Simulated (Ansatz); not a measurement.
# MgTe, space group F-43m: a dielectric-dependent hybrid calculation

Program: the Ansatz DFT code, driven from Python.

Run as a notebook:

**Cell 1**
```python
import ansatz as az
import numpy as np
```

**Cell 2**
```python
FILLING = "fixed"
```

**Cell 3**
```python
def count_gap(report):
    # lowest empty less highest filled band, counting bands; zero where they overlap
    return max(report.get("gap_by_band_count_ev") or 0.0, 0.0)
```

**Cell 4**
```python
vectors = np.array([
    [0.0, 3.231999, 3.231999],
    [3.231999, 0.0, 3.231999],
    [3.231999, 3.231999, 0.0],
])
mgte = (
    az.Lattice.of(vectors)
    .atom("Mg", (0.0, 0.0, 0.0))
    .atom("Te", (0.75, 0.75, 0.75))
)

calculation = mgte.calculation().kpoints(4).occupations(FILLING).band_table()
semilocal = calculation.functional("pbe").run(threads=1).report
hybrid = calculation.functional(exchange="pbe", correlation="pbe", exact_fraction="inverse_dielectric").run(threads=1).report
alpha = hybrid["hybrid"]["exact_exchange_fraction"]
print(f"fraction of exact exchange {alpha:.4f}, so eps_inf = {1 / alpha:.2f}")
print(f"gap by band count: {count_gap(semilocal):.3f} eV semilocal, {count_gap(hybrid):.3f} eV hybrid")
```
Output:
```text
DeckWarning: basis.ecutwfc = 420 eV, auto-derived from the records' recommended cutoffs: set by Mg (normal level)
fraction of exact exchange 0.1814, so eps_inf = 5.51
gap by band count: 2.416 eV semilocal, 3.513 eV hybrid
```

The fraction is 0.1814, one over a mean dielectric constant (a third of the trace) of 5.51. It opens the gap from 2.416 to 3.513 eV, by 1.10 eV.

Caveats:
- Energy and stress may still move on a finer k-point mesh.
- The structure comes from a database of computed cells and needn't be a stable or known phase.
- Levels are Kohn-Sham eigenvalues on this mesh, without spin-orbit coupling.
- Warnings are shown shortened and without file and line.
- The gaps are those of a coarse mesh; the run finds the dielectric constant of the semilocal functional on meshes of its own.
- Wall time of the script: 49 s on 1 thread of Arm Neoverse N1 (shared host), peak memory 0.97 GiB.
